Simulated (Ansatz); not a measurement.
# How much does Mo in Ru(0001), 2x2 scatter?, part 3 of 3

How strong a scatterer is Mo in Ru(0001), 2x2, and does relaxation matter?

Ansatz 0.2.0; Ansatz plane-wave DFT, PBE, PAW files; ballistic transport by layer matching (Landauer), zero bias; PAW set soft_1 (the session's first sound run).

So far, resistivity per at.% scaled from this dense plane, with the factor 3/4 for isotropic scattering (µΩ cm): step 3 (resistance at ideal sites) 1.76.

## (5) Transmission after relaxation, relaxed yes

The transmission is solved again on the relaxed atoms.

This step: Ansatz plane-wave DFT, PBE, PAW files; ballistic transport by layer matching (Landauer), zero bias; PAW set soft_1 (Ansatz 0.2.0).

Input file input.yaml:

```yaml
crystal:
  lattice:
    - [5.4116, 0.0, 0.0]
    - [-2.7058, 4.6865830751, 0.0]
    - [0.0, 0.0, 34.2552]
  atoms:
    - { symbol: Ru, position: [0.1666666667, 0.3333333333, 0.03125] }
    - { symbol: Ru, position: [0.1666666667, 0.8333333333, 0.03125] }
    - { symbol: Ru, position: [0.6666666667, 0.3333333333, 0.03125] }
    - { symbol: Ru, position: [0.6666666667, 0.8333333333, 0.03125] }
    - { symbol: Ru, position: [0.3333333333, 0.1666666667, 0.09375] }
    - { symbol: Ru, position: [0.3333333333, 0.6666666667, 0.09375] }
    - { symbol: Ru, position: [0.8333333333, 0.1666666667, 0.09375] }
    - { symbol: Ru, position: [0.8333333333, 0.6666666667, 0.09375] }
    - { symbol: Ru, position: [0.1666666667, 0.3333333333, 0.15625] }
    - { symbol: Ru, position: [0.1666666667, 0.8333333333, 0.15625] }
    - { symbol: Ru, position: [0.6666666667, 0.3333333333, 0.15625] }
    - { symbol: Ru, position: [0.6666666667, 0.8333333333, 0.15625] }
    - { symbol: Ru, position: [0.3333333333, 0.1666666667, 0.21875] }
    - { symbol: Ru, position: [0.3333333333, 0.6666666667, 0.21875] }
    - { symbol: Ru, position: [0.8333333333, 0.1666666667, 0.21875] }
    - { symbol: Ru, position: [0.8333333333, 0.6666666667, 0.21875] }
    - { symbol: Ru, position: [0.1666666667, 0.3333333333, 0.28125] }
    - { symbol: Ru, position: [0.1666666667, 0.8333333333, 0.28125] }
    - { symbol: Ru, position: [0.6666666667, 0.3333333333, 0.28125] }
    - { symbol: Ru, position: [0.6666666667, 0.8333333333, 0.28125] }
    - { symbol: Ru, position: [0.3331357814, 0.1668642186, 0.3435149595] }
    - { symbol: Ru, position: [0.3331357814, 0.6662715629, 0.3435149595] }
    - { symbol: Ru, position: [0.8337284371, 0.1668642186, 0.3435149595] }
    - { symbol: Ru, position: [0.8333333333, 0.6666666667, 0.3435140576] }
    - { symbol: Ru, position: [0.1666666667, 0.3333333333, 0.4062174601] }
    - { symbol: Ru, position: [0.1651744229, 0.8325872115, 0.4056490287] }
    - { symbol: Ru, position: [0.6674127885, 0.3348255771, 0.4056490287] }
    - { symbol: Ru, position: [0.6674127885, 0.8325872115, 0.4056490287] }
    - { symbol: Ru, position: [0.3342210551, 0.1657789449, 0.4681677341] }
    - { symbol: Ru, position: [0.3342210551, 0.6684421101, 0.4681677341] }
    - { symbol: Ru, position: [0.8315578899, 0.1657789449, 0.4681677341] }
    - { symbol: Ru, position: [0.8333333333, 0.6666666667, 0.4685520985] }
    - { symbol: Mo, position: [0.1666666667, 0.3333333333, 0.5311513145] }
    - { symbol: Ru, position: [0.1645384903, 0.8322692452, 0.5311541333] }
    - { symbol: Ru, position: [0.6677307548, 0.3354615097, 0.5311541333] }
    - { symbol: Ru, position: [0.6677307548, 0.8322692452, 0.5311541333] }
    - { symbol: Ru, position: [0.3342137813, 0.1657862187, 0.5941497911] }
    - { symbol: Ru, position: [0.3342137813, 0.6684275625, 0.5941497911] }
    - { symbol: Ru, position: [0.8315724375, 0.1657862187, 0.5941497911] }
    - { symbol: Ru, position: [0.8333333333, 0.6666666667, 0.5937630464] }
    - { symbol: Ru, position: [0.1666666667, 0.3333333333, 0.6561205378] }
    - { symbol: Ru, position: [0.1651654513, 0.8325827256, 0.656661652] }
    - { symbol: Ru, position: [0.6674172744, 0.3348345487, 0.656661652] }
    - { symbol: Ru, position: [0.6674172744, 0.8325827256, 0.656661652] }
    - { symbol: Ru, position: [0.3333333333, 0.1666666667, 0.71875] }
    - { symbol: Ru, position: [0.3333333333, 0.6666666667, 0.71875] }
    - { symbol: Ru, position: [0.8333333333, 0.1666666667, 0.71875] }
    - { symbol: Ru, position: [0.8333333333, 0.6666666667, 0.71875] }
    - { symbol: Ru, position: [0.1666666667, 0.3333333333, 0.78125] }
    - { symbol: Ru, position: [0.1666666667, 0.8333333333, 0.78125] }
    - { symbol: Ru, position: [0.6666666667, 0.3333333333, 0.78125] }
    - { symbol: Ru, position: [0.6666666667, 0.8333333333, 0.78125] }
    - { symbol: Ru, position: [0.3333333333, 0.1666666667, 0.84375] }
    - { symbol: Ru, position: [0.3333333333, 0.6666666667, 0.84375] }
    - { symbol: Ru, position: [0.8333333333, 0.1666666667, 0.84375] }
    - { symbol: Ru, position: [0.8333333333, 0.6666666667, 0.84375] }
    - { symbol: Ru, position: [0.1666666667, 0.3333333333, 0.90625] }
    - { symbol: Ru, position: [0.1666666667, 0.8333333333, 0.90625] }
    - { symbol: Ru, position: [0.6666666667, 0.3333333333, 0.90625] }
    - { symbol: Ru, position: [0.6666666667, 0.8333333333, 0.90625] }
    - { symbol: Ru, position: [0.3333333333, 0.1666666667, 0.96875] }
    - { symbol: Ru, position: [0.3333333333, 0.6666666667, 0.96875] }
    - { symbol: Ru, position: [0.8333333333, 0.1666666667, 0.96875] }
    - { symbol: Ru, position: [0.8333333333, 0.6666666667, 0.96875] }
kpoints:
  mp_grid: { grid: [5, 5, 1] }
hamiltonian:
  xc: pbe
  pseudopotentials: { kind: paw, azcp: { folder: soft_1 } }
scf:
  occupations: { method: fermi_dirac, width: 0.1 }
output:
  transmission:
    leads: [[0, 8]]
    kmesh: [10, 10]
    e_range: [-0.05, 0.05]
    de: 0.05
  write_potential: true
  write_density: true
  volumetric_format: npy
```

Launch:

```sh
$ ansatz run input.yaml --threads 4 --pin off --max-ram 15360MiB --backend cpu --events-out ev --progress --plain --runs-dir out
```

Numbers of over 12 decimals in the logs are rounded to 6 here.

The log of the run:

```text
[...]
Crystal: 64 atoms, lattice volume = 868.777 Å³
Basis set: ecut = 420 eV, 16909 PW (Γ)
Bands: 614, of which v1, the nominal top of the filled ones, is band 511 counted from 1 (510 counted from 0)
Symmetry: 6 space group operations
[...]
k-points: 5 of 25 (time reversal used)
[...]
SCF iter   1: F=—  HF=-375358.778674 eV  |F-HF|=—  |Δ(HF+E_count)|=         —  Δρ=1.25e-1  dr2=7.67e2  ethr=3.10e-3  ⟨swp⟩=5.0  Hψ=9987  notcnv=0
[...]
SCF iter  10: F=-375316.884580 eV  HF=-375316.884580 eV  |F-HF|=6.83e-8  |Δ(HF+E_count)|=   5.01e-9  Δρ=5.61e-7  dr2=6.92e-8  ethr=9.78e-12  ⟨swp⟩=7.2  Hψ=6559  notcnv=0
SCF 1 converged in 10 iterations: F = -375316.884580 eV  dr2 = 6.92e-8
[...]
transmission: 89 of 882 steps passed
transmission: 179 of 882 steps passed
[...]
transmission: 882 of 882 steps passed
SCF converged after 10 iterations
Free energy (F): -375316.884580 eV
[...]
Internal energy: -375314.873403 eV  (E = F + TS)
E sigma→0 (E₀):  -375315.878992 eV
Entropy (-TS):   -2.011177 eV (-31.425 meV/atom)
Fermi energy:    23.377842 eV
[...]
--- Band table (eV; the first three rows and the last of 5) ---
  k-point 0: bands = [... 507 lower, 24.1421, 24.1432, 24.1449, 24.1449, 24.1884, 24.2009, 24.2009, 24.3082, ... 99 higher]
  k-point 1: bands = [... 507 lower, 23.5419, 23.5620, 23.8626, 23.8756, 23.9131, 23.9169, 23.9322, 23.9389, ... 99 higher]
  k-point 2: bands = [... 507 lower, 23.0750, 23.0932, 23.1237, 23.1630, 23.2098, 23.2585, 23.2772, 23.4134, ... 99 higher]
  k-point 4: bands = [... 507 lower, 23.0063, 23.0149, 23.0361, 23.0509, 23.0685, 23.1242, 23.3553, 23.3714, ... 99 higher]
--- Transmission ---
  basis      : 223 plane waves across, 63 finite elements along
  points     : 14, standing for a mesh of 10 x 10
[...]
channels       : 5.280000e0 a spin
[...]
junction   : crystal 0 to crystal 0, 1.44 to 31.42 Å
    transmission   : 4.631866e0 a spin
[...]
```

It took 5.1 min on 4 threads of Intel Xeon Platinum 8259CL at 2.50GHz (Skylake/Cascade Lake), shared host; peak memory 8.2 GiB; 19 min of CPU time.

This step gave:

| Item | Value |
| --- | --- |
| free energy | -375316.8846 eV |
| energy at zero smearing | -375315.8790 eV |
| transmission per spin nearest the Fermi level | 4.632 |
| open channels per spin nearest the Fermi level | 5.28 |
| step of the lead's potential | 1.3 meV |

Per spin. The transmission, zone mean by energy, zero at the Fermi level:

| energy (eV) | transmission, zone mean |
| --- | --- |
| -0.0500 | 4.56 |
| 0.0000 | 4.63 |
| 0.0500 | 4.91 |

Transmission over k1 and k2. At 0.0000 eV from the Fermi level.

Values, 10 rows by 10 columns:
```
 2.8  4.7  4.5  4.4  4.5  4.7  2.8  2.6  1.9  2.6
 2.3  4.5  4.7  4.6  4.6  4.7  4.5  2.3  1.9  1.9
 2.3  4.4  4.6  6.5  8.4  6.5  4.6  4.4  2.3  2.6
 2.8  4.5  4.6  8.4 11.3 11.3  8.4  4.6  4.5  2.8
 4.7  4.7  4.7  6.5 11.3 11.4 11.3  6.5  4.7  4.7
 2.8  2.8  4.5  4.6  8.4 11.3 11.3  8.4  4.6  4.5
 2.3  2.6  2.3  4.4  4.6  6.5  8.4  6.5  4.6  4.4
 2.3  1.9  1.9  2.3  4.5  4.7  4.6  4.6  4.7  4.5
 2.8  2.6  1.9  2.6  2.8  4.7  4.5  4.4  4.5  4.7
 4.7  2.8  2.3  2.3  2.8  4.7  2.8  2.3  2.3  2.8
```
Columns: k1 (b1) from -0.5 to 0.4; rows upwards: k2 (b2) from -0.5 to 0.4.

Over the solved energies the transmission per spin lies between 4.56 and 4.91, out of 5.5 channels of the lead on average (up to 6.06).

## (6) Resistance after relaxation

This step: Ansatz plane-wave DFT, PBE, PAW files; ballistic transport by layer matching (Landauer), zero bias; area resistance of the defect plane and resistivity an atomic per cent; PAW set soft_1 (Ansatz 0.2.0).

This step gave:

```
area resistance                                                                                 : 0.1012 fΩ m²
T over the leads' mean channel count                                                            : 0.8547
resistivity per at.% scaled from this dense plane, with the factor 3/4 for isotropic scattering : 1.418 µΩ cm
```

Averaged over the energies near the Fermi level, 85.5 % of the channels pass, which makes 0.101 fΩ m², against 0.125 on ideal sites.

## (7) What came out

```yaml
share_of_channels_that_pass_rigid: 0.815
area_resistance_rigid: 0.125 fΩ m²
resistivity_per_at_from_the_area_resistance_times_3_over_4_rigid: 1.76 µΩ cm
share_of_channels_that_pass_relaxed: 0.855
area_resistance_relaxed: 0.101 fΩ m²
resistivity_per_at_from_the_area_resistance_times_3_over_4_relaxed: 1.42 µΩ cm
```

What this shows: The plane of defects adds 0.10 fΩ m². Scaled to one atomic per cent that is 1.9 µΩ cm as it stands and 1.4 with the factor 3/4 for isotropic scattering on a spherical Fermi surface. These are rough estimates of the dilute value, not bounds. One Mo in each 2x2 cell reflects 15 % of the lead's channels. The relaxed cell differs by -19 % in resistance; between the two runs the lead's own channel count goes from 5.92 to 5.5, so sampling may have a part in it. The defects form a dense periodic sheet that scatters coherently, unlike a dilute random alloy. T and N are means over the solved energies nearest the Fermi level.

[Logs are printed without paths, hosts, clocks, repeated set-up lines and the standing remarks that a program may print on its own settings, such as how far it seeks lower states.]

[Hosts, paths, dates, database ids (printed as entryN), source tags and the programs' standing remarks are cut or masked in the printed files.]
